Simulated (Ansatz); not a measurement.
Take InCuS₂ in the chalcopyrite structure (space group I-42d, No. 122; a = 5.522 Å, c = 11.130 Å) as the base. Axes: x, y, z lie along a, b, c of the conventional cell.

All numbers come from r2SCAN, PAW, 500 eV (Ansatz, a quantum-chemistry and plane-wave program; without spin-orbit coupling).

For the base:

The width of the top valence band comes out as 0.79 eV.

It is then changed as follows: tensile biaxial strain of 0.99 % in the plane normal to [001], as in epitaxy on a mismatched substrate; the out-of-plane cell vector and the atoms relax.

Task: Predict the new energy relative to the base, hole mass and width of the top valence band.

Result: The energy increases by 0.9 meV/atom; the hole mass is 0.081 mₑ out of plane, 0.90 mₑ in plane (at Γ); the width of the top valence band increases by 0.04 eV to 0.83 eV.

The levels and masses belong to the bands next to the band gap. Effective masses come from finite differences of ±0.01 Å⁻¹. No phonon test of stability was made. All final runs are without spin polarisation.
